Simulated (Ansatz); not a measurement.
## Sampling a charged cell: N_C in C (Fd-3m)

Aim: the (+1/0) level of N_C in C (Fd-3m) as a function of the k-point sampling, with the cost of each choice. The model is a cell of 128 host atoms with 1 C taken out and 1 N put in; the atoms are relaxed once and then held.

Main program and level: Ansatz 0.2.0; plane-wave PAW DFT; relaxations with PBEsol, then single points with PBEsol, on supercells at fixed charge in a uniform background.

## Step 1: Starting point

The cell holds 128 atoms: 127 C and 1 N. Its edges and angles: a = 10.052 Å, b = 10.052 Å, c = 10.052 Å, α = 60.0°, β = 60.0°, γ = 60.0°. It derives from C (space group Fd-3m). Nearest the centre at fractional (0.500, 0.500, 0.500): N85 at 0.00 Å, C54 at 1.54 Å, C84 at 1.54 Å, C78 at 1.54 Å, C86 at 1.54 Å, C91 at 2.51 Å, C87 at 2.51 Å, C61 at 2.51 Å. The cell carries charge +1.

Known beforehand: the electronic dielectric constant, 5.87, and the static one, 5.87, computed on the host (DFPT, PBEsol).

The cell's shortest repeat is 10.1 Å.

## Step 2: Relaxing both charge states, PBEsol

The study needs fixed structures, so each charge is relaxed once, at one point at (¼, ¼, ¼), from small random displacements that break the symmetry of the site.

The input, qp1.relax/input.yaml:

```yaml
crystal:
  lattice:
    - [0.0, 1.77688093, 1.77688093]
    - [1.77688093, 0.0, 1.77688093]
    - [1.77688093, 1.77688093, 0.0]
  atoms:
    - { symbol: C, position: [0.0, 0.0, 0.0] }
    - { symbol: C, position: [0.25, 0.25, 0.25] }
  supercell: [4, 4, 4]
  defects: [{ substitution: { at: 84, symbol: "N" } }]
total_charge: 1
basis:
  ecutwfc: 420
  xc_grid: 2
hamiltonian:
  xc: pbesol
  pseudopotentials: { kind: paw, azcp: { folder: soft_1 }, xc_functional: pbe }
kpoints:
  mp_grid: { grid: [1, 1, 1], shift: [0.25, 0.25, 0.25] }
scf:
  occupations: { method: fixed }
  max_iter: 100
output:
  forces: true
  charged_corrections:
    epsilon: 5.87
    static_epsilon: 5.87
    defect_position: [0.5, 0.5, 0.5]
relax:
  f_tol: 0.015
  max_steps: 60
  random_displacement: { amplitude: 0.04, seed: 4888 }
checkpoint:
  write: "../qp1.relax.run"
  compress: false
  write_wavefunctions: true
  write_every: 100000
```

Launch:

```console
ansatz run input.yaml --threads 32 --pin off --max-ram 84787MiB --backend cuda --events-out ev --progress --plain --runs-dir out --max-vram 78GiB
```

Numbers of over 12 decimals in the logs are rounded to 6 here.

Output:

```text
[... repeated set-up lines and file paths are left out, and long positions are rounded to six places ...]
Engine: ansatz 0.2.0, aarch64-unknown-linux-gnu
Pseudopotentials: kind: paw
Pseudopotential: C, paw, valence charge 4, recommended cutoff 420 eV (normal), soft_1/C.paw.azcp
Pseudopotential: N, paw, valence charge 5, recommended cutoff 420 eV (normal), soft_1/N.paw.azcp
Functional definition: PBEsol
  exchange = pbesol_x
  correlation = pbesol_c
[...]
Crystal: 128 atoms, lattice volume = 718.100 Å³
Basis set: ecut = 420 eV, 14163 PW (Γ), exchange–correlation on 144×144×144 points (8 copies of the dense FFT grid, shifted against one another)
Bands: 384, of which v1, the nominal top of the filled ones, is band 256 counted from 1 (255 counted from 0)
Symmetry: 1 space group operations
k-points: 1
Non-local potential: C, projectors of the file, l = 0: 2, l = 1: 2, l = 2: 1
Non-local potential: N, projectors of the file, l = 0: 2, l = 1: 2, l = 2: 1
PAW form: soft (Blöchl's): semilocal exchange-correlation on the pseudo side does not see the compensation charge
PAW frozen core: C, regenerated for the run's functional, and the local potential with it (the file was generated under x = pbe(κ = 0.804, μ = 0.219515), c = pbe(β = 0.066725))
PAW frozen core: N, regenerated for the run's functional, and the local potential with it (the file was generated under x = pbe(κ = 0.804, μ = 0.219515), c = pbe(β = 0.066725))
PAW one-centre angular grid: C, 110 points (default); XC on 64 Gauss nodes
PAW one-centre angular grid: N, 110 points (default); XC on 64 Gauss nodes
Initial density: superposition of atomic densities (chi_scale 0.1, normalization cell, long waves kept (reshape's long-wave potential 0.20 eV rms))
Initial wavefunctions: pseudopotential atomic-orbital guess
[...]
Functional: x = pbesol(κ = 0.804, μ = 0.123457), c = pbesol(β = 0.046)
SCF iter   1: F=—  HF=-31751.219878 eV  |Δ(HF+E_count)|=         —  Δρ=1.42e-1  dr2=1.10e2  Hψ=1305
preconditioner: auto → Resta (q_TF=auto, 2.579 Å⁻¹)  ε∞=4.3  [insulator: Δε(μ)=4.994 eV  Ē_g=17.276 eV  n_scr=180 (ndim 8)  ℏωp=31.4 eV  f_vac=0.000  ε∞_Penn≈4.3]
SCF iter   2: F=—  HF=-31721.575317 eV  |Δ(HF+E_count)|=    2.96e1  Δρ=7.67e-2  dr2=3.14e1  Hψ=661
[...]
SCF iter   7: F=-31709.645803 eV  HF=-31709.645800 eV  |Δ(HF+E_count)|=   8.37e-5  Δρ=3.64e-5  dr2=4.32e-6  Hψ=1200
SCF 1 converged in 7 iterations: F = -31709.645803 eV  dr2 = 4.32e-6
[...]
relax step   1: F+E_penalty+E_count = -31709.64580258 eV  Δ(F+E_penalty+E_count) = +0.000e0 eV  max|allowed force component| = 2.788e0 eV/Å  Δτ_max = 0.0000 Å  (7 SCF iters, dr2 threshold 5.63e-6 eV, accepted)
[...]
relax step   2: F+E_penalty+E_count = -31713.34606436 eV  Δ(F+E_penalty+E_count) = -3.700e0 eV  max|allowed force component| = 1.313e0 eV/Å  Δτ_max = 0.0490 Å  (5 SCF iters, dr2 threshold 1.00e-4 eV, accepted)
[...]
relax step   4: F+E_penalty+E_count = -31714.19847019 eV  Δ(F+E_penalty+E_count) = -3.703e-6 eV  max|allowed force component| = 5.672e-2 eV/Å  Δτ_max = 0.0000 Å  (4 SCF iters, accepted)
[...]
relax step   6: F+E_penalty+E_count = -31714.19993698 eV  Δ(F+E_penalty+E_count) = -1.467e-3 eV  max|allowed force component| = 6.004e-3 eV/Å  Δτ_max = 0.0018 Å  (5 SCF iters, accepted)
[...]
NSCF: frozen V_eff on 1 k-points
[...]
SCF converged after 5 iterations
Free energy (F): -31714.199937 eV
Harris-Foulkes:  -31714.199937 eV  (|F-HF|=4.28e-9)
Internal energy: -31714.199937 eV  (E = F + TS)
E sigma→0 (E₀):  -31714.199937 eV
Fermi energy:    13.320145 eV
--- Per-component energies (eV) ---
  E_band       = 2268.837897
  E_kinetic    = 11544.471927
  E_local      = -7051.304656  (includes V_loc(G=0)·N_el)
  E_nonlocal   = 2946.291956
  E_hartree    = 1683.304984
  E_xc         = -6073.132883
  E_vxc        = -7525.310233  (∫ρ·V_xc dr)
  E_paw        = -12324.893714  (= ΣΔE_a)
  E_vpaw       = -1011.924010  (= ΣTr[D̂ρ^β])
  E_aug_tail   = 0.003459  (compensation charges beyond the density's cutoff)
  E_ewald      = -22441.648871
  E_core_change = 2.707861  (= ΣΔE_core)
  E_smearing   = -0.000000  (= −TS)
  E_closure    = 0.000000  (closes the sum)
  E_deformation_potential = 21.790515  (in the stress; not in F)
  Σ components = -31714.199937   (vs F -31714.199937, Δ=0.00e0)
--- Forces (eV/Å), atoms counted from 1 ---
  atom   1  C      0.00094728     0.00015395     0.00029630
  atom   2  C      0.00121190     0.00033539     0.00058713
  [... 4 atoms left out ...]
  [... 122 more lines of this table ...]
  max |Σ_I F_I| component: 4.73e-6 eV/Å
--- Charged-cell corrections in eV (Makov–Payne, q = +1.000 e, ε = 5.870) ---
  F (periodic)     = -31714.199937  (uncorrected; the corrections below are reported, never added to it)
  E_corr1          = +0.395605  (monopole, q²α_M/2εL)
  F Makov-Payne    = -31713.804332  (F + E_corr1; no measured alignment; for a localised charge, not one spread in a band: unchecked)
  no potential alignment in this run, which stands beside a crystal: run the host's input off ansatz write-host-input, and read the two finished runs by ansatz place-levels (neither reads a slab, a wire or a sheet, whose cell leaves a vacuum)
--- Band table (eV) ---
  k-point 0: bands = ["-8.7345", "-7.6792", "-7.0106", "-6.5964", "-6.5964", "-6.3562", "-6.2825", "-6.2824", "-6.1434", "-5.9931", [... rest cut ...]
--- Relaxed structure (6 steps of the walk, 5 accepted, 0 SCFs on fresh bases) ---
  F+E_penalty+E_count = -31714.19993698 eV   max|allowed force component| = 6.004e-3 eV/Å
  atoms:
    - { symbol: C, position: [-0.000655, 4.795689667163092e-5, 0.000211] }
    - { symbol: C, position: [0.061895, 0.062599, 0.062757] }
    [... 4 atoms left out ...]
  [... 122 more lines of this table ...]
```

Run time: 4.5 s. Hardware: 1 × NVIDIA GB200 with 32 threads of Arm Neoverse V2, shared host; peak memory 1.4 GiB; 18 s of CPU time.

The steps of the relaxation:

```
step  energy less that of the first step (eV)  largest force component (eV/Å)
   1                                   0.0000                          2.7876
   2                                  -3.7003                          1.3126
   3                                  -4.5527                          0.0567
   4                                  -4.5527                          0.0567
   5                                  -4.5510                          0.1001
   6                                  -4.5541                          0.0060
```

Relaxation step 5 was tried and not accepted.

The atoms that moved most (Å, from the sites as typed, ahead of the random displacement, the mean shift of all atoms taken out):

```
atom      dx      dy      dz  length
 C86   0.008   0.008   0.008   0.014
 C78  -0.007   0.006  -0.007   0.011
 C54   0.006  -0.007  -0.006   0.011
 C84  -0.006  -0.006   0.006   0.011
 C53  -0.008   0.001   0.001   0.008
 C83   0.001   0.001  -0.008   0.008
 C77   0.001  -0.008   0.001   0.008
 C93  -0.001  -0.007  -0.001   0.007
```

Neighbours of N85 at the end:

```
atom  distance (Å)
 C84         1.550
 C78         1.550
 C54         1.550
 C86         1.552
C117         2.510
 C87         2.510
 C93         2.510
C115         2.510
 C91         2.511
C109         2.511
 C55         2.511
 C61         2.511
 C79         2.511
 C83         2.512
 C77         2.513
 C53         2.513
```

```
charge  moment set (μB)  steps  largest displacement (Å)   time
     0                1      8                      0.24   11 s
    +1                0      6                      0.01  4.5 s
```

The relaxation ends 36 meV an atom lower than the displaced start, with a largest force component of 0.0060 eV/Å.

## Step 3: First setting: the zone centre alone

The defect state overlaps with its images and forms a narrow band, so the k-points decide which part of that band enters the energy. A point off the zone centre usually averages it better, but needs complex orbitals and more time.

The input, qp1.kg/input.yaml:

```yaml
crystal:
  checkpoint: "../qp1.relax.run"
  host: checkpoint
total_charge: 1
basis:
  ecutwfc: 420
  xc_grid: 2
hamiltonian:
  xc: pbesol
  pseudopotentials: { kind: paw, azcp: { folder: soft_1 }, xc_functional: pbe }
kpoints:
  mp_grid: { grid: [1, 1, 1] }
scf:
  occupations: { method: fixed }
  max_iter: 100
output:
  forces: true
  charged_corrections:
    epsilon: 5.87
    static_epsilon: 5.87
    defect_position: [0.5, 0.5, 0.5]
  eigenvalues: true
checkpoint:
  read: "../qp1.relax.run"
  write: "../qp1.kg.run"
  compress: false
  write_wavefunctions: false
  write_every: 100000
```

Output:

```text
[...]
crystal.checkpoint: the structure is that of <dir>, a `relax` run, at its step 6: its result, under pbesol at a charge of 1 e; 128 atoms read, 0 with a starting moment; crystal.structure_sha256 for this input is
[...]
device memory: the entry about to start is reckoned to put 3.7 GiB on a device that reports 168.6 GiB free (of which the cap on the GPU budget leaves the run 78.0 GiB)
GPU FFT provider: cuFFT
GPU libraries: cuBLAS 13.8.1, cuFFT 12.4.0, cuSOLVER 12.3.2
GPU matrix products: emulated (plane waves: as basis.precision tells), large ones in fixed point in workspaces of 1.00 GiB
Crystal: 128 atoms, lattice volume = 718.100 Å³
Basis set: ecut = 420 eV, 14163 PW (Γ), exchange–correlation on 144×144×144 points (8 copies of the dense FFT grid, shifted against one another)
Bands: 384, of which v1, the nominal top of the filled ones, is band 256 counted from 1 (255 counted from 0)
Symmetry: 1 space group operations
[...]
k-points: 1
[...]
GPU buffer pool allocated for 373248 grid points (all kernels)
GPU transforms: local potential and band sums: pruned to the plane-wave sphere, on 72×72×72
[...]
iter 1 solved again at ethr=3.73e-6 eV; its pass at ethr=3.10e-3 eV (dr2=1.91e-2 eV) is discarded
[...]
SCF iter   6: F=-31709.753224 eV  HF=-31709.753224 eV  |Δ(HF+E_count)|=   1.63e-8  Δρ=2.87e-6  dr2=3.57e-8  Hψ=2789
SCF 1 converged in 6 iterations: F = -31709.753224 eV  dr2 = 3.57e-8
[...]
SCF converged after 6 iterations
Free energy (F): -31709.753224 eV
[...]
Internal energy: -31709.753224 eV  (E = F + TS)
E sigma→0 (E₀):  -31709.753224 eV
Fermi energy:    13.573525 eV
[...]
--- Forces (eV/Å), atoms counted from 1 ---
  atom   1  C      0.03944121     0.03867095     0.03881834
  atom   2  C     -0.03694816    -0.03782436    -0.03758164
  [... 4 atoms left out ...]
  [... 122 more lines of this table ...]
  max |Σ_I F_I| component: 5.29e-6 eV/Å
--- Charged-cell corrections in eV (Makov–Payne, q = +1.000 e, ε = 5.870) ---
[...]
E_corr1          = +0.395605  (monopole, q²α_M/2εL)
[...]
--- Band table (eV) ---
[...]
```

It took 1.5 s on 1 × NVIDIA GB200 with 32 threads; peak memory 1.2 GiB.

Both charges and the host at this setting go to place-levels, which corrects for the image charge and aligns the potentials.

The input, levels.kg.yaml:

```yaml
host:
  run: host.kg.run
states: [q0_M1.kg.run, qp1.kg.run]
geometry_from:
  q0_M1.kg.run: q0_M1.relax.run
  qp1.kg.run: qp1.relax.run
  host.kg.run: host.relax.run
chemical_potentials:
  C:
    energy: -246.668769
    dataset: "<sha256 of the dataset>"
  "N":
    energy: -378.476431
    dataset: "<sha256 of the dataset>"
```

Launch:

```console
ansatz place-levels levels.kg.yaml -- --threads 32 --pin off --max-ram 84787MiB
```

Output:

```text
(+1/0) 2.522 eV above the valence edge, 1.466 eV under the conduction edge
formation energy of charge +1: +0.882 eV with the Fermi level at the valence edge
formation energy of charge 0: +3.404 eV with the Fermi level at the valence edge
  edges by pbesol, gap 3.988 eV; the host is sampled to repeats of 10.05 Å
  the defect's cells are sampled to repeats of 10.05 Å, like sampling
  charge +1: -31709.3672 eV with its correction of +0.386 eV, at epsilon 5.87, aligned at sites: -0.0096 eV, mean over 41 atomic sites at or beyond 5.03 Å from the defect at [0.5000, 0.5000, 0.5000], with +0.000000 for the charge's moments and without [...]
  charge 0: +0.000 eV for its dipole among its images, +0.000 omitted
  of states[1] (qp1.kg.run): how wide its charge is, is not read beside other atoms or cores, and a band state would take no correction. [...]
  of states[0] (q0_M1.kg.run): its only k-point is the zone centre, where a defect's energies can be off by tenths of an eV or more: see "From the zone centre to a mesh" in the quickstart
```

Run time: 0.22 s. Hardware: 32 threads.

At this setting the gap is 3.988 eV and (+1/0) lies 2.522 eV above the valence top.

## Step 4: The other settings

In the defect's inputs only the studied keys change. One input of each further setting:

qp1.kq/input.yaml, as its differences from qp1.kg/input.yaml of step 3:

```diff
@@ -11,3 +11,3 @@
 kpoints:
-  mp_grid: { grid: [1, 1, 1] }
+  mp_grid: { grid: [1, 1, 1], shift: [0.25, 0.25, 0.25] }
 scf:
@@ -24,3 +24,3 @@
   read: "../qp1.relax.run"
-  write: "../qp1.kg.run"
+  write: "../qp1.kq.run"
   compress: false
```

qp1.km0/input.yaml, as its differences from qp1.kq/input.yaml of step 4:

```diff
@@ -11,3 +11,3 @@
 kpoints:
-  mp_grid: { grid: [1, 1, 1], shift: [0.25, 0.25, 0.25] }
+  mp_grid: { grid: [2, 2, 2] }
 scf:
@@ -24,3 +24,3 @@
   read: "../qp1.relax.run"
-  write: "../qp1.kq.run"
+  write: "../qp1.km0.run"
   compress: false
```

qp1.kms/input.yaml, as its differences from qp1.km0/input.yaml of step 4:

```diff
@@ -11,3 +11,3 @@
 kpoints:
-  mp_grid: { grid: [2, 2, 2] }
+  mp_grid: { grid: [2, 2, 2], shift: [0.5, 0.5, 0.5] }
 scf:
@@ -24,3 +24,3 @@
   read: "../qp1.relax.run"
-  write: "../qp1.km0.run"
+  write: "../qp1.kms.run"
   compress: false
```

qp1.km3/input.yaml, as its differences from qp1.kms/input.yaml of step 4:

```diff
@@ -11,3 +11,3 @@
 kpoints:
-  mp_grid: { grid: [2, 2, 2], shift: [0.5, 0.5, 0.5] }
+  mp_grid: { grid: [3, 3, 3] }
 scf:
@@ -24,3 +24,3 @@
   read: "../qp1.relax.run"
-  write: "../qp1.kms.run"
+  write: "../qp1.km3.run"
   compress: false
```

qp1.km4/input.yaml, as its differences from qp1.km3/input.yaml of step 4:

```diff
@@ -11,3 +11,3 @@
 kpoints:
-  mp_grid: { grid: [3, 3, 3] }
+  mp_grid: { grid: [4, 4, 4], shift: [0.5, 0.5, 0.5] }
 scf:
@@ -24,3 +24,3 @@
   read: "../qp1.relax.run"
-  write: "../qp1.km3.run"
+  write: "../qp1.km4.run"
   compress: false
```

## Step 5: Result against cost

Times of the states on 1 × NVIDIA GB200 with 32 threads of Arm Neoverse V2, shared host; the host is run again at each setting, small cells on the processor where the program's card isn't needed:

```
        k-point sampling  gap (eV)  (+1/0) above the valence top (eV)  under the conduction bottom (eV)  level less that at a 4×4×4 shifted mesh (meV)  time, both charge states  time, host and placing  peak memory of a state (GiB)
   the zone centre alone     3.988                              2.522                             1.466                                           -302                     3.8 s                  0.75 s                           1.3
one point at (¼, ¼, ¼) *     3.995                              2.659                             1.336                                           -164                     4.6 s                  0.58 s                           1.4
  a 2×2×2 Γ-centred mesh     4.004                              2.817                             1.187                                             -6                     6.7 s                  0.58 s                           1.6
    a 2×2×2 shifted mesh     4.004                              2.823                             1.181                                              0                     6.7 s                  0.68 s                           1.5
  a 3×3×3 Γ-centred mesh     4.004                              2.823                             1.181                                              0                      14 s                  0.63 s                           1.8
    a 4×4×4 shifted mesh     4.004                              2.824                             1.181                                              0                      18 s                     1 s                           2.1
```

* started from the relaxation's converged state in the same settings, so its time is no fair cost.

## Step 6: Outcome

| Property | Result |
| --- | --- |
| (plus 1/0) level, the zone centre alone | 2.52 eV |
| (plus 1/0) level, one point at (¼, ¼, ¼) | 2.66 eV |
| (plus 1/0) level, a 2×2×2 Γ-centred mesh | 2.82 eV |
| (plus 1/0) level, a 2×2×2 shifted mesh | 2.82 eV |
| (plus 1/0) level, a 3×3×3 Γ-centred mesh | 2.82 eV |
| (plus 1/0) level, a 4×4×4 shifted mesh | 2.82 eV |

**Reading.** Over the settings in the table the level spans 0.302 eV; a 2×2×2 Γ-centred mesh, a 2×2×2 shifted mesh and a 3×3×3 Γ-centred mesh lie within 0.02 eV of the reference (a 4×4×4 shifted mesh, 2.82 eV). The largest miss of the level above the valence top is 302 meV, with the zone centre alone. Only the charges 0 and +1 were run, each from one start, so (+1/0) need not be a change between stable states. What this leaves open: PBEsol makes the gap too small and tends to spread out bound carriers; force components of up to 0.14 eV/Å remain in a run at the final settings.

[Logs are printed without paths, hosts, clocks, repeated set-up lines and the standing remarks that a program may print on its own settings, such as how far it seeks lower states.]

[Hosts, paths, dates, database ids (printed as entryN), source tags and the programs' standing remarks are cut or masked in the printed files.]

[Where a table of states has a column of steps, it counts the stored structures, which are thinned; the runs took as many ionic steps or more.]

[For some hosts the program warned that the k-mesh of the response run may be too coarse for force constants and the static dielectric constant; such warnings are not shown here.]
